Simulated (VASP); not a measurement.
# TePb (Fm-3m) in VASP: a series of runs

One crystal, TePb, is run at these levels: PBE0, PBE, PBE+D3, PBE+D3(BJ), PBE+D4; tasks: single point, relaxation of cell and atoms.

Everything below comes from runs of VASP 6.6.1. Logs are shortened: lines on timing, memory, paths and dates and some standing lists are left out, and cuts for length are marked.

## Step 1: The structure

The structure is cubic, space group Fm-3m (No. 225). Conventional cell: a = 6.462 Å, b = 6.462 Å, c = 6.462 Å, α = 90.00°, β = 90.00°, γ = 90.00°. Pb (site symmetry m-3m) is surrounded by 6 Te at 3.23 Å. Around Te (site symmetry m-3m) lie 6 Pb at 3.23 Å.

## Step 2: Single point, PBE0, spin-orbit coupling, no magnetisation

Contents of POSCAR:

```
TePb
1.0
    0.0000000000      3.2310000000      3.2310000000
    3.2310000000      0.0000000000      3.2310000000
    3.2310000000      3.2310000000      0.0000000000
Pb Te
1 1
Direct
    0.0000000000      0.0000000000      0.0000000000
    0.5000000000      0.5000000000      0.5000000000
```

Contents of INCAR.step1:

```
SYSTEM = TePb
PREC = Accurate ; ENCUT = 520
EDIFF = 1E-5 ; ISMEAR = -1
SIGMA = 0.05 ; LREAL = .FALSE.
LASPH = .TRUE. ; NELM = 80
ALGO = Normal ; ISIF = 2
LWAVE = .TRUE. ; LCHARG = .FALSE.
MAGMOM = 0 0 0 0 0 0 ; LORBIT = 11
LSORBIT = .TRUE. ; GGA_COMPAT = .FALSE.
NBANDS = 32 ; GGA = PE
```

Contents of INCAR.step2:

```
SYSTEM = TePb
PREC = Accurate ; ENCUT = 520
EDIFF = 1E-7 ; ISMEAR = -1
SIGMA = 0.05 ; LREAL = .FALSE.
LASPH = .TRUE. ; NELM = 80
ALGO = Normal ; ISIF = 2
LWAVE = .FALSE. ; LCHARG = .FALSE.
MAGMOM = 0 0 0 0 0 0 ; LORBIT = 11
LSORBIT = .TRUE. ; GGA_COMPAT = .FALSE.
GGA = PE ; LHFCALC = .TRUE.
AEXX = 0.25 ; PRECFOCK = Fast
HFRCUT = -1 ; NBANDS = 32
ISTART = 1
```

Contents of KPOINTS:

```
regular mesh
0
G
  3 3 3
  0 0 0
```

Potentials or basis: VASP PAW PBE potentials, release 64 (Pb_d, Te).

On the command line:

```
$ cat potpaw_PBE.64/Pb_d/POTCAR potpaw_PBE.64/Te/POTCAR > POTCAR
$ cp INCAR.step1 INCAR
$ mpirun -np 1 vasp_ncl > vasp.out
$ cp INCAR.step2 INCAR
$ mpirun -np 1 vasp_ncl > vasp.out
```

OUTCAR:

```text
SYSTEM = TePb
   PREC = Accurate
   ENCUT = 520
   EDIFF = 1E-7
   ISMEAR = -1
   LREAL = .FALSE.
   LASPH = .TRUE.
   NELM = 80
   ISIF = 2
   LORBIT = 11
   LSORBIT = .TRUE.
   GGA = PE
   LHFCALC = .TRUE.
   AEXX = 0.25
   PRECFOCK = Fast
   ISTART = 1

 ion  position               nearest neighbor table
   1  0.000  0.000  0.000-   2 3.23   2 3.23   2 3.23   2 3.23   2 3.23   2 3.23
   2  0.500  0.500  0.500-   1 3.23   1 3.23   1 3.23   1 3.23   1 3.23   1 3.23

  LATTYP: Found a face centered cubic cell.
 ALAT       =     6.4620000000

  Lattice vectors:

 A1 = (   0.0000000000,   3.2310000000,   3.2310000000)
 A2 = (   3.2310000000,   0.0000000000,   3.2310000000)
 A3 = (   3.2310000000,   3.2310000000,   0.0000000000)

Analysis of symmetry for initial positions (statically):
=====================================================================
 Subroutine PRICEL returns:
 Original cell was already a primitive cell.

 Routine SETGRP: Setting up the symmetry group for a
 face centered cubic supercell.

 Subroutine GETGRP returns: Found 48 space group operations
 (whereof 48 operations were pure point group operations)
 out of a pool of 48 trial point group operations.

The static configuration has the point symmetry O_h .

Analysis of symmetry for dynamics (positions and initial velocities):
=====================================================================
 Subroutine PRICEL returns:
 Original cell was already a primitive cell.

 Routine SETGRP: Setting up the symmetry group for a
 face centered cubic supercell.

 Subroutine GETGRP returns: Found 48 space group operations
 (whereof 48 operations were pure point group operations)
 out of a pool of 48 trial point group operations.

The dynamic configuration has the point symmetry O_h .

Analysis of structural, dynamic, and magnetic symmetry:
=====================================================================
 Subroutine PRICEL returns:
 Original cell was already a primitive cell.

 Routine SETGRP: Setting up the symmetry group for a
 face centered cubic supercell.

[... 295 lines left out ...]
  -------------------------------------------------------------------------------------
  Total        0.2326541      0.2326541      0.2326541      0.0000000      0.0000000      0.0000000
  in kB        5.5256124      5.5256124      5.5256124      0.0000000      0.0000000      0.0000000
  external PRESSURE =       5.5256124 kB  Pullay stress =       0.0000000 kB

 VOLUME and BASIS-vectors are now :
 -----------------------------------------------------------------------------
  energy-cutoff  :      520.00
  volume of cell :       67.46
      direct lattice vectors                 reciprocal lattice vectors
     0.000000000  3.231000000  3.231000000    -0.154750851  0.154750851  0.154750851
     3.231000000  0.000000000  3.231000000     0.154750851 -0.154750851  0.154750851
     3.231000000  3.231000000  0.000000000     0.154750851  0.154750851 -0.154750851

 POSITION                                       TOTAL-FORCE (eV/Angst)
 -----------------------------------------------------------------------------------
      0.00000      0.00000      0.00000        -0.000000     -0.000000     -0.000000
      3.23100      3.23100      3.23100         0.000000      0.000000      0.000000
 -----------------------------------------------------------------------------------
    total drift:                                0.000000      0.000000      0.000000

  FREE ENERGIE OF THE ION-ELECTRON SYSTEM (eV)
  ---------------------------------------------------
  free  energy   TOTEN  =       -10.4322143631 eV

  energy  without entropy=      -10.4322143612  energy(sigma->0) =      -10.43221436

 Spin-Orbit-Coupling matrix elements

 Ion:    1  E_soc:     -0.7672482
 l=   1
     0.0000000    -0.0623556    -0.0623556
    -0.0623556     0.0000000    -0.0623556
    -0.0623556    -0.0623556     0.0000000
 l=   2
     0.0000000    -0.0129962     0.0000000    -0.0129962    -0.0525229
    -0.0129962     0.0000000    -0.0393922    -0.0129962    -0.0131307
     0.0000000    -0.0393922     0.0000000    -0.0393922     0.0000000
    -0.0129962    -0.0129962    -0.0393922     0.0000000    -0.0131307
    -0.0525229    -0.0131307     0.0000000    -0.0131307     0.0000000
 l=   3
     0.0000000     0.0000000     0.0000000     0.0000000     0.0000000     0.0000000     0.0000000
     0.0000000     0.0000000     0.0000000     0.0000000     0.0000000     0.0000000     0.0000000
     0.0000000     0.0000000     0.0000000     0.0000000     0.0000000     0.0000000     0.0000000
     0.0000000     0.0000000     0.0000000     0.0000000     0.0000000     0.0000000     0.0000000
     0.0000000     0.0000000     0.0000000     0.0000000     0.0000000     0.0000000     0.0000000
     0.0000000     0.0000000     0.0000000     0.0000000     0.0000000     0.0000000     0.0000000
     0.0000000     0.0000000     0.0000000     0.0000000     0.0000000     0.0000000     0.0000000

 Ion:    2  E_soc:     -0.1558708
 l=   1
     0.0000000    -0.0259788    -0.0259788
    -0.0259788     0.0000000    -0.0259788
    -0.0259788    -0.0259788     0.0000000
 l=   2
     0.0000000    -0.0000081     0.0000000    -0.0000081     0.0000084
    -0.0000081     0.0000000     0.0000063    -0.0000081     0.0000021
     0.0000000     0.0000063     0.0000000     0.0000063     0.0000000
    -0.0000081    -0.0000081     0.0000063     0.0000000     0.0000021
     0.0000084     0.0000021     0.0000000     0.0000021     0.0000000
 l=   3
     0.0000000     0.0000000     0.0000000     0.0000000     0.0000000     0.0000000     0.0000000
     0.0000000     0.0000000     0.0000000     0.0000000     0.0000000     0.0000000     0.0000000
     0.0000000     0.0000000     0.0000000     0.0000000     0.0000000     0.0000000     0.0000000
     0.0000000     0.0000000     0.0000000     0.0000000     0.0000000     0.0000000     0.0000000
     0.0000000     0.0000000     0.0000000     0.0000000     0.0000000     0.0000000     0.0000000
     0.0000000     0.0000000     0.0000000     0.0000000     0.0000000     0.0000000     0.0000000
     0.0000000     0.0000000     0.0000000     0.0000000     0.0000000     0.0000000     0.0000000

 total charge

# of ion       s       p       d       tot
------------------------------------------
    1        1.479   0.568   9.839  11.885
    2        1.345   2.139   0.017   3.501
--------------------------------------------------
tot          2.823   2.707   9.856  15.386

 magnetization (x)

# of ion       s       p       d       tot
------------------------------------------
    1        0.000  -0.000   0.000  -0.000
    2        0.000   0.000   0.000   0.000
--------------------------------------------------
tot          0.000   0.000   0.000   0.000

 magnetization (y)

# of ion       s       p       d       tot
------------------------------------------
    1       -0.000   0.000   0.000  -0.000
    2        0.000   0.000   0.000   0.000
--------------------------------------------------
tot          0.000   0.000   0.000   0.000

 magnetization (z)

# of ion       s       p       d       tot
------------------------------------------
    1       -0.000   0.000   0.000   0.000
    2        0.000   0.000   0.000   0.000
--------------------------------------------------
tot          0.000   0.000   0.000   0.000
```

OUTCAR.step1:

```text
SYSTEM = TePb
   PREC = Accurate
   ENCUT = 520
   EDIFF = 1E-5
   ISMEAR = -1
   LREAL = .FALSE.
   LASPH = .TRUE.
   NELM = 80
   ISIF = 2
   LORBIT = 11
   LSORBIT = .TRUE.
   GGA = PE

[... 423 lines left out ...]
 magnetization (y)

# of ion       s       p       d       tot
------------------------------------------
    1        0.000   0.000   0.000   0.000
    2        0.000   0.000   0.000   0.000
--------------------------------------------------
tot          0.000   0.000   0.000   0.000

 magnetization (z)

# of ion       s       p       d       tot
------------------------------------------
    1        0.000  -0.000   0.000   0.000
    2        0.000   0.000   0.000   0.000
--------------------------------------------------
tot          0.000  -0.000   0.000   0.000
```

Run time: 12 min. Hardware: 1 thread of Intel Xeon Platinum 8559C (Emerald Rapids), shared host; peak memory 0.37 GiB.

Results:

```yaml
Free_energy: -10.4322 eV
Pressure: 0.6 GPa
Valence_electrons_inside_the_program's_atomic_spheres: Pb 11.88; Te 3.50
```

Caveat: the k mesh is coarse (spacing up to 0.56 Å⁻¹), so the values aren't converged, least of all with exact exchange; this odd mesh misses L, where the gap lies, so gap, dielectric constants and Born charges aren't listed; the PAW data sets were made with another functional, which shifts forces and pressure a little.

## Step 3: Single point, PBE

Contents of INCAR:

```
PREC = Accurate
ENCUT = 520
EDIFF = 1E-7
ISMEAR = 0
SIGMA = 0.028000000000000004
LREAL = F
LASPH = T
NELM = 60
ALGO = Normal
ISIF = 2
LWAVE = F
LCHARG = T
GGA = PE
LELF = T
LVHAR = T
```

Contents of KPOINTS:

```
Automatic mesh
0
Gamma
  7 7 7
```

POSCAR is that of step 2.

Potentials or basis: VASP PAW PBE potentials, release 64 (Pb_d, Te).

On the command line:

```
$ cat potpaw_PBE.64/Pb_d/POTCAR potpaw_PBE.64/Te/POTCAR > POTCAR
$ mpirun -np 1 vasp_std > vasp.out
```

It took 20 s on 1 thread of Intel Xeon Platinum 8375C at 2.90GHz (Ice Lake), shared host; peak memory 0.21 GiB.

The run converged. Its results:

```yaml
Free_energy: -7.5026 eV
Pressure: 2.1 GPa
```

Levels at points of the mesh, in eV from the Fermi level:
```
           k point  band 8  band 9  band 10  band 11  band 12  band 13
(0.00, 0.00, 0.00)   -1.39   -1.39    -1.39     4.03     4.03     4.03
```

Caveat: this odd mesh misses L, where the gap lies, so gap, dielectric constants and Born charges aren't listed. The run has no spin-orbit coupling, so splittings on Pb, Te are missing.

## Step 4: Relaxation of cell and atoms, PBE+D3

Contents of INCAR:

```
PREC     = Accurate       # precision mode
ENCUT    = 600            # plane-wave cutoff, eV
EDIFF    = 1E-6           # SCF threshold, eV
ISMEAR   = -1             # smearing method
SIGMA    = 0.05           # smearing width, eV
LREAL    = False          # projectors in reciprocal space
LASPH    = True           # aspherical terms in the spheres
NELM     = 100            # most SCF steps
ALGO     = Fast           # electronic algorithm
ISIF     = 3              # what is computed and relaxed
LWAVE    = False          # write WAVECAR
LCHARG   = False          # write CHGCAR
GGA      = PE             # functional
IVDW     = 11             # dispersion correction
IBRION   = 2              # ionic algorithm
NSW      = 40             # ionic steps
EDIFFG   = -0.01          # ionic threshold
```

KPOINTS is that of step 3.

POSCAR is that of step 3.

Potentials or basis: VASP PAW PBE potentials, release 64 (Pb_d, Te).

On the command line:

```
$ cat potpaw_PBE.64/Pb_d/POTCAR potpaw_PBE.64/Te/POTCAR > POTCAR
$ mpirun -np 1 vasp_std > vasp.out
```

OUTCAR:

```text
PREC = Accurate
   ENCUT = 600
   EDIFF = 1E-6
   ISMEAR = -1
   LREAL = False
   LASPH = True
   NELM = 100
   ISIF = 3
   GGA = PE
   IVDW = 11
   IBRION = 2
   NSW = 40
   EDIFFG = -0.01
 IVDW          = 11

 ion  position               nearest neighbor table
   1  0.000  0.000  0.000-   2 3.23   2 3.23   2 3.23   2 3.23   2 3.23   2 3.23
   2  0.500  0.500  0.500-   1 3.23   1 3.23   1 3.23   1 3.23   1 3.23   1 3.23

  LATTYP: Found a face centered cubic cell.
 ALAT       =     6.4620000000

  Lattice vectors:

 A1 = (   0.0000000000,   3.2310000000,   3.2310000000)
 A2 = (   3.2310000000,   0.0000000000,   3.2310000000)
 A3 = (   3.2310000000,   3.2310000000,   0.0000000000)

Analysis of symmetry for initial positions (statically):
=====================================================================
 Subroutine PRICEL returns:
 Original cell was already a primitive cell.

 Routine SETGRP: Setting up the symmetry group for a
 face centered cubic supercell.

 Subroutine GETGRP returns: Found 48 space group operations
 (whereof 48 operations were pure point group operations)
 out of a pool of 48 trial point group operations.

The static configuration has the point symmetry O_h .

Analysis of symmetry for dynamics (positions and initial velocities):
=====================================================================
 Subroutine PRICEL returns:
 Original cell was already a primitive cell.

 Routine SETGRP: Setting up the symmetry group for a
 face centered cubic supercell.

 Subroutine GETGRP returns: Found 48 space group operations
 (whereof 48 operations were pure point group operations)
 out of a pool of 48 trial point group operations.

The dynamic configuration has the point symmetry O_h .

 Subroutine INISYM returns: Found 48 space group operations
 (whereof 48 operations are pure point group operations),
 and found     1 'primitive' translations

----------------------------------------------------------------------------------------

[... 90 lines left out ...]
   NSW    =     40    number of steps for IOM
   IBRION =      2    ionic relax: 0-MD 1-quasi-New 2-CG
   NFREE  =      1    steps in history (QN), initial steepest desc. (CG)
   ISIF   =      3    stress and relaxation
   ISYM   =      2    0-nonsym 1-usesym 2-fastsym
   POTIM  = 0.5000    time-step for ionic-motion
   TEBEG  =    0.0;   TEEND  =   0.0 temperature during run
   PSTRESS=    0.0 pullay stress
   NELECT =      20.0000    total number of electrons
   NUPDOWN=      -1.0000    fix difference up-down
   EMIN   =  10.00;   EMAX   =-10.00  energy-range for DOS
   EFERMI =   0.00;   METHOD = LEGACY
   ISMEAR =    -1;   SIGMA  =   0.05  broadening in eV -4-tet -1-fermi 0-gaus
   EFERMI_NEDOS =   21; number of points for ismear=-14 and -15
   IALGO  =     68    algorithm
   IMIX   =      4    mixing-type and parameters
     AMIX     =   0.40;   BMIX     =  1.00
     AMIX_MAG =   1.60;   BMIX_MAG =  1.00
  volume/ion in A,a.u.               =      33.73       227.62
  Fermi-wavevector in a.u.,A,eV,Ry     =   1.091619  2.062861 16.213147  1.191633
  Thomas-Fermi vector in A             =   2.227868
   LORBIT       =      0    0 simple, 1 ext, 2 COOP (PROOUT), +10 PAW based schemes
   GGA     = PE    functional components
   LHFCALC =     F    Hartree Fock is set to
   AEXX    =    0.0000 exact exchange contribution
   IVDW    =    11    specifies the selected vdW correction
   LEPSILON=     F    determine dielectric tensor
   LRPA    =     F    only Hartree local field effects (RPA)
 conjugate gradient relaxation of ions
 non-spin polarized calculation
 RMM-DIIS sequential band-by-band and
  energy-cutoff  :      600.00
  volume of cell :       67.46
 maximum number of plane-waves:      2259
 NGX is ok and might be reduce to    40
   NGX = 19   NGY = 19   NGZ = 19

--------------------------------------- Ionic step        1  -------------------------------------------

 number of electron      19.9999998 magnetization

 Free energy of the ion-electron system (eV)
  ---------------------------------------------------
  ext. energy  EPLUGINS =         0.00000000
  ---------------------------------------------------
  free energy    TOTEN  =        -7.50263046 eV

  energy without entropy =       -7.50262799  energy(sigma->0) =       -7.50262922

------------------------ aborting loop because EDIFF is reached ----------------------------------------

 Edisp (eV)   -0.54194

 E8    (eV) :    -0.3421
[... 71 lines left out ...]
--------------------------------------- Ionic step        3  -------------------------------------------

 number of electron      20.0000000 magnetization

 Free energy of the ion-electron system (eV)
  ---------------------------------------------------
  ext. energy  EPLUGINS =         0.00000000
  ---------------------------------------------------
  free energy    TOTEN  =        -7.51842050 eV

  energy without entropy =       -7.51841860  energy(sigma->0) =       -7.51841955

 E-fermi :   5.7465     XC(G=0):  -9.1925

 val. band max:        5.2150259696   @ k =   0.4286   0.0000   0.0000
 cond. band min:       6.2604317250   @ k =   0.4286   0.0000   0.0000
 fundamental gap:      1.0454057554
 Fermi energy:         5.7465356894

 k-point     1 :       0.0000    0.0000    0.0000
  band No.  band energies     occupation
      1     -11.3678      2.00000
      2     -11.3678      2.00000
      3     -11.3603      2.00000
      4     -11.3603      2.00000
      5     -11.3603      2.00000
      6      -6.5055      2.00000
      7      -0.3391      2.00000
      8       4.0602      2.00000
      9       4.0602      2.00000
     10       4.0602      2.00000
     11       9.3670      0.00000
     12       9.3670      0.00000
     13       9.3670      0.00000
     14      11.1680      0.00000
[... 354 lines left out ...]
  FREE ENERGIE OF THE ION-ELECTRON SYSTEM (eV)
  ---------------------------------------------------
  free  energy   TOTEN  =        -8.0496002900 eV

  energy  without entropy=       -8.0495983882  energy(sigma->0) =       -8.04959934

 reached required accuracy - stopping structural energy minimisation
```

CONTCAR:

```text
TePb
   1.00000000000000
     0.0000000000000000    3.2570432921829346    3.2570432921829346
     3.2570432921829346    0.0000000000000000    3.2570432921829346
     3.2570432921829346    3.2570432921829346   -0.0000000000000000
  Pb              Te
     1     1
Direct
     0.0000000000000000    0.0000000000000000    0.0000000000000000
     0.5000000000000000    0.5000000000000000    0.5000000000000000

  0.00000000E+00  0.00000000E+00  0.00000000E+00
  0.00000000E+00  0.00000000E+00  0.00000000E+00
```

Wall time 60 s (1 thread of Intel Xeon Platinum 8375C at 2.90GHz (Ice Lake), shared host); peak memory 0.25 GiB.

What came out:

```
Free energy                            : -8.0496 eV
Relaxed volume                         : 34.55 Å³/atom
Relaxed cell                           : a = 4.606 Å, b = 4.606 Å, c = 4.606 Å, α = 60.00°, β = 60.00°, γ = 60.00°
Space group after relaxing (to 0.05 Å) : Fm-3m (No. 225)
Energy gained by relaxing              : 2.5 meV/atom
Ionic steps                            : 3
Pressure after relaxing                : 0.0 GPa
Dispersion energy per atom             : -0.266 eV
```

The path:
```
step  energy change (eV)  largest force (eV/Å)  pressure (GPa)  volume (Å³)
   1              0.0000                0.0000            0.96        67.46
   2             -0.0048                0.0000           -0.21        69.45
   3             -0.0050                0.0000            0.01        69.10
```

Final structure:
```xyz
2
Lattice="0.0000 3.2570 3.2570 3.2570 0.0000 3.2570 3.2570 3.2570 0.0000" Properties=species:S:1:pos:R:3 pbc="T T T"
Pb    0.0000    0.0000    0.0000
Te    3.2570    3.2570    3.2570
```

Levels at points of the mesh, in eV from the Fermi level:
```
           k point  band 6  band 7  band 8  band 9  band 10  band 11  band 12  band 13  band 14
(0.00, 0.00, 0.00)  -12.25   -6.09   -1.69   -1.69    -1.69     3.62     3.62     3.62     5.42
```

Caveat: this odd mesh misses L, where the gap lies, so gap, dielectric constants and Born charges aren't listed. The run has no spin-orbit coupling, so splittings on Pb, Te are missing.

(Part 1 of 2 ends here.)
